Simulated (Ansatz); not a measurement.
Zinc-blende AlSb, relaxed in Ansatz (plane waves) with several semilocal functionals. Each gives its own volume and its own bulk modulus:

| level | V0 (Å³/atom) | bulk modulus B0 (GPa) | ln V0 | ln B0 |
|---|---|---|---|---|
| LDA | 28.472 | 56.4 | 3.3489 | 4.0325 |
| PBE-D4 | 29.024 | 54.7 | 3.3681 | 4.0019 |
| PBE-D3(BJ) | 29.062 | 54.3 | 3.3694 | 3.9945 |
| PBEsol | 29.178 | 53.8 | 3.3734 | 3.9853 |
| PBE | 30.153 | 49.3 | 3.4063 | 3.8979 |
| BLYP | 31.504 | 42.2 | 3.4501 | 3.7424 |

### Question
Fit a straight line to ln B0 against ln V0. What does it predict for r²SCAN+rVV10, whose volume is 29.186 Å³/atom?

### Answer
With x = ln V0 and y = ln B0: means 3.38603 and 3.94242; Σ(Δx Δy) = -0.0195, Σ(Δx²) = 0.00665, so the slope is -2.94. At x = 3.3737 the line gives y = 3.94242 + (-2.94) × (3.3737 − 3.38603) = 3.9787, or 53.4 GPa. The run with r²SCAN+rVV10 gives 57.3 GPa, +7.3 % from the line. The rows used scatter about it by up to 1.9 %, while the largest value lies 34 % above the smallest. For comparison, PBE's own equation of state has B′ = 4.5, the slope −d ln B/d ln V at a fixed functional.

Measured: 58.2 GPa (measured, temperature not stated, not corrected to a static lattice; as tabulated in Toher et al. (2017), arXiv:1611.05714).

Ansatz's density-functional and Hartree–Fock values are scalar-relativistic unless marked +SOC, with PAW data made under PBE.

Ansatz is an electronic-structure program.
